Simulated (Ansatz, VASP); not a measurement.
# Cross-check of In5GaSbAs5 between VASP and Ansatz

Wanted: the spread between two codes on one cell, functional and k mesh. The cell is taken from a series of runs on this material, whose earlier steps may have relaxed, scaled, displaced or heated it; both programs get it as it stands.

Method: plane waves, with VASP 6.6.1 beside it; single point at LDA, in Ansatz 0.2.0.

## 1. Set-up

The cell holds 12 atoms: 5 In, 5 As, 1 Ga and 1 Sb. Cell: a = 4.275 Å, b = 4.256 Å, c = 18.081 Å, α = 90.0°, β = 90.0°, γ = 90.0°. It derives from InAs. The structure's axis is c.

Structure file:

```cif
data_structure
_symmetry_space_group_name_H-M 'P 1'
_symmetry_Int_Tables_number 1
_cell_length_a 4.2752
_cell_length_b 4.2561
_cell_length_c 18.0806
_cell_angle_alpha 90.000
_cell_angle_beta 90.000
_cell_angle_gamma 90.000
_cell_volume 328.99
loop_
_atom_site_label
_atom_site_type_symbol
_atom_site_fract_x
_atom_site_fract_y
_atom_site_fract_z
_atom_site_occupancy
In1 In 0.00000 0.00000 0.04341 1
In2 In 0.50000 0.50000 0.20993 1
In3 In 0.00000 0.00000 0.37625 1
In4 In 0.50000 0.50000 0.54255 1
In5 In 0.00000 0.00000 0.70882 1
As6 As 0.50000 0.00000 0.12618 1
As7 As 0.00000 0.50000 0.29267 1
As8 As 0.50000 0.00000 0.45905 1
As9 As 0.00000 0.50000 0.62541 1
As10 As 0.50000 0.00000 0.79242 1
Ga11 Ga 0.50000 0.50000 0.86469 1
Sb12 Sb 0.00000 0.50000 0.94727 1
```

## 2. VASP: single point, LDA, pair 1

With cell and atoms fixed, the geometry can't cause a difference; cores, projectors, grids and the points listed under the comparison can.

Lines of VASP's logs that name or quote its potential files are left out, and so is its time.

INCAR

```
SYSTEM = In5GaSbAs5
PREC = Accurate
ENCUT = 500
EDIFF = 1E-06
NELM = 120
ISMEAR = -1
SIGMA = 0.02
LREAL = .FALSE.
ALGO = Normal
GGA = PW92
NBANDS = 66
LORBIT = 11
LWAVE = .FALSE.
LCHARG = .FALSE.
ISIF = 2
LASPH = .TRUE.
GGA_COMPAT = .FALSE.
KPAR = 2
```

POSCAR

```
In5GaSbAs5
1.0
    4.2751709551      0.0000000000      0.0000000000
    0.0000000000      4.2561488993      0.0000000000
    0.0000000000      0.0000000000     18.0806143212
In As Ga Sb
5 5 1 1
Direct
    0.0000000000      0.0000000000      0.0434083910
    0.5000000000      0.5000000000      0.2099301873
    0.0000000000      0.0000000000      0.3762525415
    0.5000000000      0.5000000000      0.5425539422
    0.0000000000      0.0000000000      0.7088225390
    0.5000000000      0.0000000000      0.1261839713
    0.0000000000      0.5000000000      0.2926675608
    0.5000000000      0.0000000000      0.4590520946
    0.0000000000      0.5000000000      0.6254065014
    0.5000000000      0.0000000000      0.7924213940
    0.5000000000      0.5000000000      0.8646870692
    0.0000000000      0.5000000000      0.9472676750
```

KPOINTS

```
Automatic mesh
0
Gamma
6 6 2
0 0 0
```

PAW data sets: In_d, As, Ga_d and Sb (LDA family, release 64).

On the command line:

```console
> mpirun -np 2 vasp_std
```

Numbers of over 12 decimals in the logs are rounded to 6 here.

The program printed:

```text
[banner, memory and clock lines left out]
running    2 mpi-ranks, on    1 nodes
 distrk:  each k-point on    1 cores,    2 groups
 distr:  one band on    1 cores,    1 groups

 POSCAR found type information on POSCAR InAsGaSb
 POSCAR found :  4 types and      12 ions
|                                                                             |
|               ----> ADVICE to this user running VASP <----                  |
|                                                                             |
|     You enforced a specific xc type in the INCAR file but a different       |
|     [... a line on the potential file left out ...]
|     I HOPE YOU KNOW WHAT YOU ARE DOING!                                     |
|                                                                             |

 LDA part: xc-table for (Slater(with rela. corr.)+PW92), standard interpolation
 POSCAR, INCAR and KPOINTS ok, starting setup
 FFT: planning ... GRIDC
 FFT: planning ... GRID_SOFT
 FFT: planning ... GRID
 WAVECAR not read
 entering main loop
       N       E                     dE             d eps       ncg     rms          rms(c)
DAV:   1     0.111556224168E+04    0.11156E+04   -0.45064E+04  4232   0.186E+03
DAV:   2     0.137720399171E+03   -0.97784E+03   -0.95281E+03  4240   0.510E+02
DAV:   3    -0.411502331833E+02   -0.17887E+03   -0.17129E+03  4896   0.216E+02
DAV:   4    -0.547603372763E+02   -0.13610E+02   -0.13449E+02  5136   0.575E+01
DAV:   5    -0.553137873201E+02   -0.55345E+00   -0.55203E+00  5614   0.120E+01    0.126E+01
DAV:   6    -0.538647230464E+02    0.14491E+01   -0.25707E+00  5560   0.135E+01    0.624E+00
DAV:   7    -0.536625353759E+02    0.20219E+00   -0.14394E+00  6492   0.495E+00    0.142E+00
DAV:   8    -0.536401645057E+02    0.22371E-01   -0.18677E-01  6204   0.327E+00    0.114E+00
DAV:   9    -0.536410668204E+02   -0.90231E-03   -0.17656E-02  5562   0.487E-01    0.749E-01
DAV:  10    -0.536383866890E+02    0.26801E-02   -0.69002E-03  5758   0.691E-01    0.284E-01
DAV:  11    -0.536383957643E+02   -0.90753E-05   -0.13159E-03  5166   0.153E-01    0.712E-02
DAV:  12    -0.536384000421E+02   -0.42778E-05   -0.90026E-05  6884   0.491E-02    0.683E-02
DAV:  13    -0.536383974013E+02    0.26408E-05   -0.13048E-05  5732   0.217E-02    0.170E-02
DAV:  14    -0.536383962299E+02    0.11714E-05   -0.38312E-06  3990   0.136E-02    0.120E-02
DAV:  15    -0.536383962614E+02   -0.31590E-07   -0.88121E-07  2884   0.467E-03
   1 F= -.53638396E+02 E0= -.53638078E+02  d E =-.636403E-03
```

From OUTCAR (step 2):

```text
ion  position               nearest neighbor table
   1  0.000  0.000  0.043-   6 2.61   6 2.61  12 2.75  12 2.75
   2  0.500  0.500  0.210-   7 2.61   7 2.61   6 2.61   6 2.61
   3  0.000  0.000  0.376-   8 2.61   8 2.61   7 2.61   7 2.61
   4  0.500  0.500  0.543-   8 2.61   8 2.61   9 2.61   9 2.61
   5  0.000  0.000  0.709-   9 2.61   9 2.61  10 2.62  10 2.62
   6  0.500  0.000  0.126-   1 2.61   1 2.61   2 2.61   2 2.61
   7  0.000  0.500  0.293-   2 2.61   2 2.61   3 2.61   3 2.61
   8  0.500  0.000  0.459-   4 2.61   4 2.61   3 2.61   3 2.61
   9  0.000  0.500  0.625-   5 2.61   5 2.61   4 2.61   4 2.61
  10  0.500  0.000  0.792-  11 2.50  11 2.50   5 2.62   5 2.62
  11  0.500  0.500  0.865-  10 2.50  10 2.50  12 2.61  12 2.61
  12  0.000  0.500  0.947-  11 2.61  11 2.61   1 2.75   1 2.75

  LATTYP: Found a simple orthorhombic cell.
 ALAT       =     4.2561488993
 B/A-ratio  =     1.0044693116
 C/A-ratio  =     4.2481160197

 Subroutine GETGRP returns: Found  4 space group operations
 (whereof  4 operations were pure point group operations)

The static configuration has the point symmetry C_2v.

 Found     32 irreducible k-points:

   k-points           NKPTS =     32   k-points in BZ     NKDIM =     32   number of bands    NBANDS=     66

   dimension x,y,z NGX =    32 NGY =   32 NGZ =  140
   dimension x,y,z NGXF=    64 NGYF=   64 NGZF=  280

   ENCUT  =  500.0 eV  36.75 Ry    6.06 a.u.   7.79  7.76 32.97*2*pi/ulx,y,z

   NELECT =     108.0000    total number of electrons

 k-points in reciprocal lattice and weights: Automatic mesh
   0.00000000  0.00000000  0.00000000       0.014
   0.16666667  0.00000000  0.00000000       0.028
   0.33333333  0.00000000  0.00000000       0.028
   0.50000000  0.00000000  0.00000000       0.014
   0.00000000  0.16666667  0.00000000       0.028
   0.16666667  0.16666667  0.00000000       0.056
   0.33333333  0.16666667  0.00000000       0.056
   0.50000000  0.16666667  0.00000000       0.028
   0.00000000  0.33333333  0.00000000       0.028
[...]
0.33333333  0.50000000  0.50000000       0.028
   0.50000000  0.50000000  0.50000000       0.014

 average (electrostatic) potential at core
       1 -95.9887       2 -96.0127       3 -95.9980       4 -95.9864       5 -95.9706
       6 -53.0396       7 -52.9943       8 -52.9799       9 -52.9731      10 -53.0946
      11 -66.8652      12 -88.3789

 E-fermi :   4.6602

 k-point     1 :       0.0000    0.0000    0.0000
  band No.  band energies     occupation
    ...
     50       3.7408      2.00000
     51       3.8959      2.00000
     52       4.2040      2.00000
     53       4.5300      1.99701
     54       4.5598      1.98685
     55       4.6906      0.35852
     56       5.8435      0.00000
     57       5.8991      0.00000
     58       6.0832      0.00000
     59       6.3015      0.00000
    ...

 k-point     2 :       0.1667    0.0000    0.0000
  band No.  band energies     occupation
    ...
     50       3.6903      2.00000
     51       3.7602      2.00000
     52       3.9279      2.00000
     53       3.9656      2.00000
     54       4.6115      1.83845
     55       5.5743      0.00000
     56       5.9820      0.00000
     57       6.1967      0.00000
     58       6.4256      0.00000
     59       6.5714      0.00000
    ...

 k-point     3 :       0.3333    0.0000    0.0000
  band No.  band energies     occupation
    ...
     50       3.5763      2.00000
     51       3.7005      2.00000
     52       3.7207      2.00000
     53       3.8640      2.00000
     54       4.4019      2.00000
     55       5.1665      0.00000
     56       5.5999      0.00000
     57       6.2023      0.00000
     58       6.6119      0.00000
     59       6.6803      0.00000
    ...

  Total        0.2555316      0.3139629      0.3013839      0.0000000      0.0000000      0.0000000
  in kB        1.2444336      1.5289930      1.4677334      0.0000000      0.0000000      0.0000000
  external PRESSURE =       1.4137200 kB  Pullay stress =       0.0000000 kB

  energy-cutoff  :      500.00
  volume of cell :      328.99
      direct lattice vectors                 reciprocal lattice vectors
     4.275170955  0.000000000  0.000000000     0.233908775  0.000000000  0.000000000
     0.000000000  4.256148899  0.000000000     0.000000000  0.234954186  0.000000000
     0.000000000  0.000000000 18.080614321     0.000000000  0.000000000  0.055307855

 POSITION                                       TOTAL-FORCE (eV/Angst)
 -----------------------------------------------------------------------------------
      0.00000      0.00000      0.78485         0.000000      0.000000      0.004844
      2.13759      2.12807      3.79567         0.000000      0.000000     -0.001135
      0.00000      0.00000      6.80288         0.000000      0.000000     -0.001324
      2.13759      2.12807      9.80971         0.000000      0.000000      0.000941
      0.00000      0.00000     12.81595         0.000000      0.000000      0.001213
      2.13759      0.00000      2.28148         0.000000      0.000000      0.001944
      0.00000      2.12807      5.29161         0.000000      0.000000      0.001332
      2.13759      0.00000      8.29994         0.000000      0.000000      0.001049
      0.00000      2.12807     11.30773         0.000000      0.000000      0.000444
      2.13759      0.00000     14.32747         0.000000      0.000000     -0.009394
      2.13759      2.12807     15.63407         0.000000      0.000000     -0.008245
      0.00000      2.12807     17.12718         0.000000      0.000000      0.008331
 -----------------------------------------------------------------------------------
    total drift:                                0.000000     -0.000000     -0.000117

  FREE ENERGIE OF THE ION-ELECTRON SYSTEM (eV)
  ---------------------------------------------------
  free  energy   TOTEN  =       -53.6383962614 eV

  energy  without entropy=      -53.6377598589  energy(sigma->0) =      -53.63807806

 total charge
# of ion       s       p       d       tot
------------------------------------------
    1        0.876   0.774   9.876  11.526
    2        0.865   0.752   9.887  11.504
    3        0.865   0.753   9.887  11.505
    4        0.865   0.753   9.887  11.505
    5        0.866   0.756   9.885  11.507
    6        1.229   1.566   0.023   2.819
    7        1.229   1.572   0.023   2.823
    8        1.228   1.572   0.023   2.823
    9        1.228   1.572   0.023   2.823
   10        1.229   1.553   0.025   2.807
   11        0.908   0.767   9.978  11.653
   12        1.138   1.386   0.027   2.551
--------------------------------------------------
tot         12.525  13.778  59.544  85.847

[... 3 further parts left out ...]
```

The gap is read on the k-mesh alone, so it is an upper bound where the band edges lie off the mesh.

[end of part 1 of 3]

[Lines on the potential files, build, host, timing and source positions are cut from VASP's logs without a mark.]

[Logs are printed without paths, hosts, clocks, repeated set-up lines and the standing remarks that a program may print on its own settings, such as how far it seeks lower states.]

[Hosts, paths, dates, database ids (printed as entryN), source tags and the programs' standing remarks are cut or masked in the printed files.]
